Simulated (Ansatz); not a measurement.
# CdS (Hawleyite): the cost of one run

Computed with Ansatz 0.2.0 (DFT, PBE, plane-wave PAW, default files, scalar-relativistic, as far as a step names no other, unless a step's input says otherwise).

## (1) The structure to begin with

Symmetry: F-43m, No. 216, cubic system. The conventional cell has a = 5.833 Å, b = 5.833 Å, c = 5.833 Å, α = 90.00°, β = 90.00°, γ = 90.00°. Cd (site symmetry -43m) has 4 S at 2.53 Å as nearest neighbours. Around S (site symmetry -43m) lie 4 Cd at 2.53 Å.

Coordinates:

```cif
data_structure
_symmetry_space_group_name_H-M 'P 1'
_symmetry_Int_Tables_number 1
_cell_length_a 4.1246
_cell_length_b 4.1246
_cell_length_c 4.1246
_cell_angle_alpha 60.000
_cell_angle_beta 60.000
_cell_angle_gamma 60.000
_cell_volume 49.62
loop_
_atom_site_label
_atom_site_type_symbol
_atom_site_fract_x
_atom_site_fract_y
_atom_site_fract_z
_atom_site_occupancy
Cd1 Cd 0.00000 0.00000 0.00000 1
S1 S 0.25000 0.25000 0.25000 1
```

The earlier run gave: gap on the mesh 1.15 eV, largest force 0.000 eV/Å, pressure 2.8 GPa.

Site by site (atoms counted from 1):

```tsv
site	atoms	first shell	V_zz (10²¹ V/m²)	η	C_Q (MHz)
Cd	1	4 S at 2.53 Å	0.00	–	–
S	2	4 Cd at 2.53 Å	0.00	–	0 (³³S)
```

C_Q = eQV_zz/h, which is 24.18 MHz for Q = 1 b and V_zz = 10²¹ V/m²; η = (V_xx − V_yy)/V_zz. Quadrupole moments are those of Pyykkö's year-2017 table. A dash under C_Q marks elements without a common quadrupolar isotope.

## (2) Ions relaxed at fixed cell

input.yaml reads:

```yaml
crystal:
  lattice:
    - [0.0, 2.9165, 2.9165]
    - [2.9165, 0.0, 2.9165]
    - [2.9165, 2.9165, 0.0]
  atoms:
    - { symbol: Cd, position: [0.0, 0.0, 0.0] }
    - { symbol: S, position: [0.25, 0.25, 0.25] }
kpoints:
  mp_grid: { grid: [13, 13, 13] }
scf:
  occupations: { method: fermi_dirac, width: 0.02 }
hamiltonian:
  xc: pbe
  pseudopotentials: { kind: paw }
output:
  forces: true
  stress: true
  populations: true
  efg: { quadrupole_moments_barn: { S: -0.0694 }, contact_densities: true }
relax:
  f_tol: 0.02
  max_steps: 60
```

The run is started by

```
$ ansatz run input.yaml --threads 1 --pin off --max-ram 3072MiB --backend cpu --events-out ev --progress --plain --runs-dir out
```

**Question.** How long does this run take on 1 thread of Intel Xeon Platinum 8375C at 2.90GHz (Ice Lake), shared host, and how much memory does it need?

About 5.7 s, with a peak of 0.49 GiB.
